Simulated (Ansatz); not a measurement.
## PtSe2 (Sudovikovite): equation of state with r2SCAN+rVV10

Crystal: PtSe2 (Sudovikovite).

```
CELL_PARAMETERS angstrom
3.72400 0.00000 0.00000
-1.86200 3.22508 0.00000
0.00000 0.00000 5.06200
ATOMIC_POSITIONS crystal
Pt 0.00000 0.00000 0.00000
Se 0.66667 0.33333 0.75000
Se 0.33333 0.66667 0.25000
```

```
Program             : Ansatz 0.2.0
Task                : equation of state
Functional          : r2SCAN
Dispersion          : rVV10
Potentials or basis : Ansatz PAW
Cutoff              : 500 eV
Density cutoff      : 2500 eV
k mesh              : 8 × 8 × 5
Occupations         : fermi-dirac, width 0.05 eV
Spin                : no spin polarisation
```

| Property | Result |
| --- | --- |
| Equilibrium volume | 20.79 Å³/atom |
| Bulk modulus at fixed shape and positions | 127 GPa |
| Pressure derivative of the bulk modulus | 4.8 |

Energy against volume, from the lowest point:
| volume (Å³/atom) | energy (meV/atom) |
| --- | --- |
| 19.049 | 68.50 |
| 19.455 | 38.60 |
| 19.860 | 17.86 |
| 20.265 | 5.29 |
| 20.671 | 0.00 |
| 21.076 | 1.22 |
| 21.481 | 8.24 |

All runs of the series together: 51 s on 2 threads of Arm Neoverse V1 (shared host).

Caveat: the cell was scaled at fixed shape and fractional positions, which overstates the stiffness of a crystal with free parameters, most of all of layers and chains; the PAW data sets were made with another functional, which shifts forces and pressure a little. The run has no spin-orbit coupling, so splittings on Pt are missing.
